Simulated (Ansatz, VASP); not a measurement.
# Two plane-wave programs on Au

```xyz
1
Lattice="2.6359 0.0000 0.0000 0.0000 2.6359 0.0000 0.0000 0.0000 2.6359" Properties=species:S:1:pos:R:3 pbc="T T T"
Au    0.0000    0.0000    0.0000
```

The cell was built by a generator and needn't be a form met in nature.

Alike in both runs: task relaxation of cell and atoms; functional RPBE; k mesh 12 × 12 × 12; occupations fermi-dirac, width 0.1 eV; no spin polarisation.

```csv
,VASP,Ansatz
version,VASP 6.6.1,Ansatz 0.2.0
potentials or method,"VASP PAW PBE potentials, release 64 (Au)","plane waves (420 eV) with PAW, scalar-relativistic"
plane-wave cutoff (eV),600,420
valence electrons in the cell,11,19
```

Ansatz gave:

```
relaxed volume (Å³/atom)                                     : 21.46
relaxed cell length with the largest relative difference (Å) : 2.779
energy change over the relaxation (meV/atom)                 : -185
```

Problem. Estimate VASP's values.

Solution. Relaxed volume (Å³/atom): 21.43; relaxed cell length with the largest relative difference (Å): 2.777; energy change over the relaxation (meV/atom): -181.

The two sets of potentials don't hold the same shells in valence.

Caveats: the volume moved by over 15 % at a fixed basis, so the end points are rough (VASP); the PAW data sets were made with another functional, which shifts forces and pressure a little (VASP). The runs have no spin-orbit coupling, so splittings on Au are missing.
